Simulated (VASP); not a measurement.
# MoSe2 (P6_3/mmc) in VASP: settings compared

Aim: see how the results for MoSe2 move with the level of theory and the settings. Levels: PBE, PBE+D3. Tasks: single point, relaxation of cell and atoms.

Everything below comes from runs of VASP 6.6.1. Logs are shortened: lines on timing, memory, paths and dates and some standing lists are left out, and cuts for length are marked.

### Step 1. Starting point

The structure is hexagonal, space group P6_3/mmc (No. 194). Conventional cell: a = 3.288 Å, b = 3.288 Å, c = 12.900 Å, α = 90.00°, β = 90.00°, γ = 120.00°. Mo (site symmetry -6m2) is surrounded by 6 Se at 2.49 Å. Se (site symmetry 3m) is surrounded by 3 Mo at 2.49 Å.

### Step 2. Single point, PBE

Input file INCAR:

```
SYSTEM = MoSe2
  PREC = Accurate
  ENCUT = 520
  EDIFF = 1E-6
  ISMEAR = 0
  SIGMA = 0.014
  LREAL = .False.
  LASPH = .True.
  NELM = 60
  ALGO = Normal
  ISIF = 2
  LWAVE = .False.
  LCHARG = .False.
  GGA = PE
```

Input file KPOINTS:

```
Automatic mesh
0
Gamma
  9 9 2
  0 0 0
```

Input file POSCAR:

```
MoSe2
1.0
    3.2880000000      0.0000000000      0.0000000000
   -1.6440000000      2.8474915276      0.0000000000
    0.0000000000      0.0000000000     12.9000000000
Mo Se
2 4
Direct
    0.6666666667      0.3333333333      0.7500000000
    0.3333333333      0.6666666667      0.2500000000
    0.6666666667      0.3333333333      0.3750000000
    0.3333333333      0.6666666667      0.8750000000
    0.6666666667      0.3333333333      0.1250000000
    0.3333333333      0.6666666667      0.6250000000
```

Potentials or basis: VASP PAW PBE potentials, release 64 (Mo_sv, Se).

On the command line:

```
cat potpaw_PBE.64/Mo_sv/POTCAR potpaw_PBE.64/Se/POTCAR > POTCAR
mpirun -np 1 vasp_std > vasp.out
```

OUTCAR:

```text
SYSTEM = MoSe2
   PREC = Accurate
   ENCUT = 520
   EDIFF = 1E-6
   ISMEAR = 0
   LREAL = .False.
   LASPH = .True.
   NELM = 60
   ISIF = 2
   GGA = PE

 ion  position               nearest neighbor table
   1  0.667  0.333  0.750-   4 2.49   6 2.49   4 2.49   6 2.49   4 2.49   6 2.49
   2  0.333  0.667  0.250-   3 2.49   5 2.49   3 2.49   5 2.49   3 2.49   5 2.49
   3  0.667  0.333  0.375-   2 2.49   2 2.49   2 2.49
   4  0.333  0.667  0.875-   1 2.49   1 2.49   1 2.49
   5  0.667  0.333  0.125-   2 2.49   2 2.49   2 2.49
   6  0.333  0.667  0.625-   1 2.49   1 2.49   1 2.49

  LATTYP: Found a hexagonal cell.
 ALAT       =     3.2880000000
 C/A-ratio  =     3.9233576642

  Lattice vectors:

 A1 = (   3.2880000000,   0.0000000000,   0.0000000000)
 A2 = (  -1.6440000000,   2.8474915276,   0.0000000000)
 A3 = (   0.0000000000,   0.0000000000,  12.9000000000)

Analysis of symmetry for initial positions (statically):
=====================================================================
 Subroutine PRICEL returns:
 Original cell was already a primitive cell.

 Routine SETGRP: Setting up the symmetry group for a
 hexagonal supercell.

 Subroutine GETGRP returns: Found 24 space group operations
 (whereof 12 operations were pure point group operations)
 out of a pool of 24 trial point group operations.

The static configuration has the point symmetry D_3d.
 The point group associated with its full space group is D_6h.

Analysis of symmetry for dynamics (positions and initial velocities):
=====================================================================
 Subroutine PRICEL returns:
 Original cell was already a primitive cell.

 Routine SETGRP: Setting up the symmetry group for a
 hexagonal supercell.

 Subroutine GETGRP returns: Found 24 space group operations
 (whereof 12 operations were pure point group operations)
 out of a pool of 24 trial point group operations.

The dynamic configuration has the point symmetry D_3d.
 The point group associated with its full space group is D_6h.

 Subroutine INISYM returns: Found 24 space group operations
 (whereof 12 operations are pure point group operations),
 and found     1 'primitive' translations

----------------------------------------------------------------------------------------

                                     Primitive cell

  volume of cell :     120.7769

  direct lattice vectors                    reciprocal lattice vectors
     3.288000000  0.000000000  0.000000000     0.304136253  0.175593148  0.000000000
    -1.644000000  2.847491528  0.000000000     0.000000000  0.351186295  0.000000000
     0.000000000  0.000000000 12.900000000     0.000000000  0.000000000  0.077519380

  length of vectors
     3.288000000  3.288000000 12.900000000     0.351186295  0.351186295  0.077519380

  position of ions in fractional coordinates (direct lattice)
     0.666666667  0.333333333  0.750000000
     0.333333333  0.666666667  0.250000000
     0.666666667  0.333333333  0.375000000
     0.333333333  0.666666667  0.875000000
     0.666666667  0.333333333  0.125000000
     0.333333333  0.666666667  0.625000000

  ion indices of the primitive-cell ions
   primitive index   ion index
                 1           1
                 2           2
                 3           3
                 4           4
                 5           5
                 6           6

----------------------------------------------------------------------------------------

 KPOINTS: Automatic mesh

Automatic generation of k-mesh.
 Grid dimensions read from file:
 generate k-points for:    9    9    2

 Generating k-lattice:

  Cartesian coordinates                     Fractional coordinates (reciprocal lattice)
     0.033792917  0.019510350  0.000000000     0.111111111  0.000000000  0.000000000
     0.000000000  0.039020699  0.000000000     0.000000000  0.111111111  0.000000000
     0.000000000  0.000000000  0.038759690     0.000000000  0.000000000  0.500000000

  Length of vectors
     0.039020699  0.039020699  0.038759690

  Shift w.r.t. Gamma in fractional coordinates (k-lattice)
     0.000000000  0.000000000  0.000000000

 Subroutine IBZKPT returns following result:
 ===========================================

 Found     24 irreducible k-points:

 Following reciprocal coordinates:
            Coordinates               Weight
  0.000000  0.000000  0.000000      1.000000
  0.111111  0.000000  0.000000      6.000000
  0.222222 -0.000000  0.000000      6.000000
  0.333333  0.000000  0.000000      6.000000
  0.444444 -0.000000  0.000000      6.000000
  0.111111  0.111111  0.000000      6.000000
[... 16 lines left out ...]
  0.333333  0.222222  0.500000     12.000000
  0.333333  0.333333  0.500000      2.000000
   k-points           NKPTS =     24   k-points in BZ     NKDIM =     24   number of bands    NBANDS=     31
   number of dos      NEDOS =    301   number of ions     NIONS =      6
   total plane-waves  NPLWV =  55296
   dimension x,y,z NGX =    24 NGY =   24 NGZ =   96
   dimension x,y,z NGXF=    48 NGYF=   48 NGZF=  192
   ions per type =               2   4
   NGX,Y,Z   is equivalent  to a cutoff of  12.13, 12.13, 12.37 a.u.
   NGXF,Y,Z  is equivalent  to a cutoff of  24.27, 24.27, 24.74 a.u.
 SYSTEM =  MoSe2
   PREC   = accura    normal or accurate (medium, high low for compatibility)
   ISTART =      0    job   : 0-new  1-cont  2-samecut
   ICHARG =      2    charge: 1-file 2-atom 10-const
   ISPIN  =      1    spin polarized calculation?
   LNONCOLLINEAR =      F non collinear calculations
   LSORBIT =      F    spin-orbit coupling
   LASPH  =      T    aspherical Exc in radial PAW
   ENCUT  =  520.0 eV  38.22 Ry    6.18 a.u.   6.11  6.11 23.99*2*pi/ulx,y,z
   NELM   =     60;   NELMIN=  2; NELMDL= -5     # of ELM steps
   EDIFF  = 0.1E-05   stopping-criterion for ELM
   LREAL  =      F    real-space projection
   EDIFFG = 0.1E-04   stopping-criterion for IOM
   NSW    =      0    number of steps for IOM
   IBRION =     -1    ionic relax: 0-MD 1-quasi-New 2-CG
   NFREE  =      0    steps in history (QN), initial steepest desc. (CG)
   ISIF   =      2    stress and relaxation
   ISYM   =      2    0-nonsym 1-usesym 2-fastsym
   POTIM  = 0.5000    time-step for ionic-motion
   TEBEG  =    0.0;   TEEND  =   0.0 temperature during run
   PSTRESS=    0.0 pullay stress
   NELECT =      52.0000    total number of electrons
   NUPDOWN=      -1.0000    fix difference up-down
   EMIN   =  10.00;   EMAX   =-10.00  energy-range for DOS
   EFERMI =   0.00;   METHOD = LEGACY
   ISMEAR =     0;   SIGMA  =   0.01  broadening in eV -4-tet -1-fermi 0-gaus
   EFERMI_NEDOS =   21; number of points for ismear=-14 and -15
   IALGO  =     38    algorithm
   IMIX   =      4    mixing-type and parameters
     AMIX     =   0.40;   BMIX     =  1.00
     AMIX_MAG =   1.60;   BMIX_MAG =  1.00
  volume/ion in A,a.u.               =      20.13       135.84
  Fermi-wavevector in a.u.,A,eV,Ry     =   1.236179  2.336039 20.791580  1.528138
  Thomas-Fermi vector in A             =   2.370798
   LORBIT       =      0    0 simple, 1 ext, 2 COOP (PROOUT), +10 PAW based schemes
   GGA     = PE    functional components
   LHFCALC =     F    Hartree Fock is set to
   AEXX    =    0.0000 exact exchange contribution
   IVDW    =     0    specifies the selected vdW correction
   LEPSILON=     F    determine dielectric tensor
   LRPA    =     F    only Hartree local field effects (RPA)
 non-spin polarized calculation
 Gauss-broadening in eV      SIGMA  =   0.01
  energy-cutoff  :      520.00
  volume of cell :      120.78
 maximum number of plane-waves:      3288
   NGX = 13   NGY = 13   NGZ = 47

 number of electron      52.0000001 magnetization

 Free energy of the ion-electron system (eV)
  ---------------------------------------------------
  ext. energy  EPLUGINS =         0.00000000
  ---------------------------------------------------
  free energy    TOTEN  =       -39.72224163 eV

  energy without entropy =      -39.72224163  energy(sigma->0) =      -39.72224163

 E-fermi :   6.6471     XC(G=0): -10.6391

 val. band max:        6.5888179811   @ k =   0.0000   0.0000   0.0000
 cond. band min:       7.4694243890   @ k =   0.3333   0.3333   0.0000
 fundamental gap:      0.8806064079
 Fermi energy:         6.6470646748

 k-point     1 :       0.0000    0.0000    0.0000
  band No.  band energies     occupation
      1     -54.7046      2.00000
      2     -54.7046      2.00000
      3     -28.8844      2.00000
      4     -28.8843      2.00000
      5     -28.7110      2.00000
      6     -28.7110      2.00000
[... 23 lines left out ...]
     30       9.0444      0.00000
     31       9.2836      0.00000

 k-point     2 :       0.1111    0.0000    0.0000
  band No.  band energies     occupation
      1     -54.7017      2.00000
      2     -54.7017      2.00000
      3     -28.8772      2.00000
      4     -28.8772      2.00000
      5     -28.7442      2.00000
      6     -28.7442      2.00000
[... 23 lines left out ...]
     30       8.9621      0.00000
     31       8.9983      0.00000

 k-point     3 :       0.2222   -0.0000    0.0000
  band No.  band energies     occupation
      1     -54.6942      2.00000
      2     -54.6942      2.00000
      3     -28.8591      2.00000
      4     -28.8591      2.00000
      5     -28.8274      2.00000
      6     -28.8274      2.00000
[... 23 lines left out ...]
     30       8.6546      0.00000
     31       8.6788      0.00000

 k-point     4 :       0.3333    0.0000    0.0000
  band No.  band energies     occupation
      1     -54.6856      2.00000
      2     -54.6856      2.00000
      3     -28.9206      2.00000
      4     -28.9206      2.00000
      5     -28.8385      2.00000
      6     -28.8385      2.00000
[... 635 lines left out ...]
     30       8.3229      0.00000
     31       9.0024      0.00000

 k-point    23 :       0.3333    0.2222    0.5000
  band No.  band energies     occupation
      1     -54.6775      2.00000
      2     -54.6775      2.00000
      3     -28.9481      2.00000
      4     -28.9481      2.00000
      5     -28.8393      2.00000
      6     -28.8393      2.00000
[... 23 lines left out ...]
     30       8.7104      0.00000
     31       9.1215      0.00000

 k-point    24 :       0.3333    0.3333    0.5000
  band No.  band energies     occupation
      1     -54.6761      2.00000
      2     -54.6761      2.00000
      3     -28.9232      2.00000
      4     -28.9232      2.00000
      5     -28.8845      2.00000
      6     -28.8845      2.00000
[... 23 lines left out ...]
     30       8.7957      0.00000
     31       9.3079      0.00000

------------------------ aborting loop because EDIFF is reached ----------------------------------------

  FORCE on cell =-STRESS in cart. coord.  units (eV):
  Direction    XX          YY          ZZ          XY          YZ          ZX
  --------------------------------------------------------------------------------------
  -------------------------------------------------------------------------------------
  Total        4.8911386      4.8911386      9.0555981     -0.0000000      0.0000000      0.0000000
  in kB       64.8838472     64.8838472    120.1278662     -0.0000000      0.0000000      0.0000000
  external PRESSURE =      83.2985202 kB  Pullay stress =       0.0000000 kB

 VOLUME and BASIS-vectors are now :
 -----------------------------------------------------------------------------
  energy-cutoff  :      520.00
  volume of cell :      120.78
      direct lattice vectors                 reciprocal lattice vectors
     3.288000000  0.000000000  0.000000000     0.304136253  0.175593148  0.000000000
    -1.644000000  2.847491528  0.000000000     0.000000000  0.351186295  0.000000000
     0.000000000  0.000000000 12.900000000     0.000000000  0.000000000  0.077519380

 POSITION                                       TOTAL-FORCE (eV/Angst)
 -----------------------------------------------------------------------------------
      1.64400      0.94916      9.67500        -0.000000     -0.000000      0.000000
     -0.00000      1.89833      3.22500         0.000000      0.000000      0.000000
      1.64400      0.94916      4.83750         0.000000      0.000000      1.145230
     -0.00000      1.89833     11.28750        -0.000000      0.000000      1.145230
      1.64400      0.94916      1.61250         0.000000     -0.000000     -1.145230
     -0.00000      1.89833      8.06250        -0.000000     -0.000000     -1.145230
 -----------------------------------------------------------------------------------
    total drift:                               -0.000000      0.000000     -0.000000

  FREE ENERGIE OF THE ION-ELECTRON SYSTEM (eV)
  ---------------------------------------------------
  free  energy   TOTEN  =       -39.7222416284 eV

  energy  without entropy=      -39.7222416284  energy(sigma->0) =      -39.72224163
```

Run time: 54 s. Hardware: 1 thread of AMD EPYC 9R45 (Zen 5), shared host; peak memory 0.22 GiB.

What came out:

| Property | Result |
| --- | --- |
| Free energy | -39.7222 eV |
| Pressure | 8.3 GPa |
| Largest force | 1.145 eV/Å |
| Band gap on the k mesh | 0.88 eV, indirect (least direct gap 1.38 eV) |

Forces in eV/Å, atoms in the order of the input:
```
Mo   0.000  0.000  0.000
Mo   0.000  0.000  0.000
Se   0.000  0.000  1.145
Se   0.000  0.000  1.145
Se   0.000  0.000 -1.145
Se   0.000  0.000 -1.145
```

Stress tensor (GPa, compression positive):
```
 6.49  0.00  0.00
 0.00  6.49  0.00
 0.00  0.00 12.01
```

Levels at points of the mesh, in eV from the valence-band top:
```csv
k point,band 23,band 24,band 25,band 26,band 27,band 28,band 29,band 30
"(0.00, 0.00, 0.00)",-1.84,-1.09,-0.88,0.00,2.41,2.41,2.46,2.46
"(0.00, 0.00, 0.50)",-1.86,-1.86,-0.20,-0.20,2.42,2.42,2.42,2.42
```

Caveat: an odd mesh through Γ misses points on the zone boundary, where band edges often lie; the cell's inner coordinates are idealised or old, which leaves forces on the atoms; this functional lacks dispersion, which binds the layers, so the pressure and a relaxed spacing across them are unreliable. PBE gaps usually lie below the measured ones, often by a third to a half.

### Step 3. Relaxation of cell and atoms, PBE+D3

Input file INCAR:

```
PREC = Accurate ; ENCUT = 600
EDIFF = 1E-6 ; ISMEAR = -1
SIGMA = 0.05 ; LREAL = F
LASPH = T ; NELM = 100
ALGO = Fast ; ISIF = 3
LWAVE = F ; LCHARG = F
GGA = PE ; IVDW = 11
IBRION = 2 ; NSW = 60
EDIFFG = -0.01
```

Input file KPOINTS:

```
Automatic mesh
0
Gamma
  9 9 2
```

POSCAR is that of step 2.

Potentials or basis: VASP PAW PBE potentials, release 64 (Mo_sv, Se).

On the command line:

```
cat potpaw_PBE.64/Mo_sv/POTCAR potpaw_PBE.64/Se/POTCAR > POTCAR
mpirun -np 1 vasp_std > vasp.out
```

It took 11 min on 1 thread of AMD EPYC 9R45 (Zen 5), shared host; peak memory 0.32 GiB.

The run converged. Its results:

* Free energy: -41.7004 eV
* Relaxed volume: 20.40 Å³/atom
* Relaxed cell: a = 3.294 Å, b = 3.294 Å, c = 13.025 Å, α = 90.00°, β = 90.00°, γ = 120.00°
* Space group after relaxing (to 0.05 Å): P6_3/mmc (No. 194)
* Energy gained by relaxing: 22.6 meV/atom
* Ionic steps: 15
* Pressure after relaxing: 0.0 GPa
* Largest force after relaxing: 0.006 eV/Å
* Band gap on the k mesh: 0.95 eV, indirect (least direct gap 1.43 eV)
* Dispersion energy per atom: -0.302 eV

Forces in eV/Å, atoms in the order of the input:
```
Mo   0.000  0.000  0.000
Mo   0.000  0.000  0.000
Se   0.000  0.000  0.006
Se   0.000  0.000  0.006
Se   0.000  0.000 -0.006
Se   0.000  0.000 -0.006
```

The path:
```csv
step,energy change (eV),largest force (eV/Å),pressure (GPa),volume (Å³)
1,0.0000,1.1246,5.66,120.78
2,0.3087,1.4908,-9.84,133.60
3,-0.1266,0.0613,-0.80,125.03
4,-0.1268,0.0973,-0.58,124.86
5,-0.1268,0.1147,-0.49,124.78
6,-0.1330,0.0611,-0.02,123.84
7,-0.1332,0.0513,0.05,123.67
8,-0.1332,0.0500,0.06,123.64
9,-0.1335,0.0068,-0.19,123.71
10,-0.1335,0.0006,-0.21,123.72
11,-0.1337,0.0005,-0.23,123.64
12,-0.1343,0.0016,-0.18,123.42
13,-0.1351,0.0031,-0.10,122.97
14,-0.1354,0.0063,0.05,122.07
15,-0.1355,0.0056,-0.02,122.41
```

Final structure:
```
Mo Se
1.0
     3.29414    0.00000    0.00000
    -1.64707    2.85281    0.00000
     0.00000    0.00000   13.02531
Mo Se
2 4
Cartesian
  1.6471 0.9509 9.7690
  0.0000 1.9019 3.2563
  1.6471 0.9509 4.9288
  0.0000 1.9019 11.4415
  1.6471 0.9509 1.5838
  0.0000 1.9019 8.0965
```

Levels at points of the mesh, in eV from the valence-band top:
```
           k point  band 23  band 24  band 25  band 26  band 27  band 28  band 29  band 30
(0.00, 0.00, 0.00)    -1.44    -1.06    -0.81     0.00     2.51     2.51     2.57     2.57
(0.00, 0.00, 0.50)    -1.47    -1.47    -0.18    -0.18     2.52     2.52     2.52     2.52
```

Caveat: an odd mesh through Γ misses points on the zone boundary, where band edges often lie.

### Step 4. The reference run

An earlier run on the cell as given: functional PBE; potentials or basis VASP PAW PBE potentials, release 64 (Mo_sv, Se); cutoff 520 eV; k mesh 9 × 9 × 2; occupations fermi-dirac, width 0.05 eV; no spin polarisation.

* Pressure: 8.3 GPa
* Largest force: 1.145 eV/Å
* Band gap on the k mesh: 0.88 eV, indirect (least direct gap 1.38 eV)

### Step 5. Overview

```csv
task,level,cell,cutoff (eV),smearing,gap on the mesh (eV),pressure (GPa),largest force (eV/Å)
single point,PBE,as given,520,gaussian 0.014 eV,0.88,8.3,1.15
relaxation of cell and atoms,PBE+D3,relaxed,600,fermi-dirac 0.05 eV,0.95,0.0,0.01
single point,PBE,as given,520,fermi-dirac 0.05 eV,0.88,8.3,1.14
```

Alike in all rows: potentials or basis VASP PAW PBE potentials, release 64 (Mo_sv, Se); no spin polarisation; k mesh 9 × 9 × 2.

Caveats: an odd mesh through Γ misses points on the zone boundary, where band edges often lie; the cell's inner coordinates are idealised or old, which leaves forces on the atoms (some runs); this functional lacks dispersion, which binds the layers, so the pressure and a relaxed spacing across them are unreliable (some runs).

Total energies depend on the potentials used, so only differences within one code and one set of settings carry meaning.
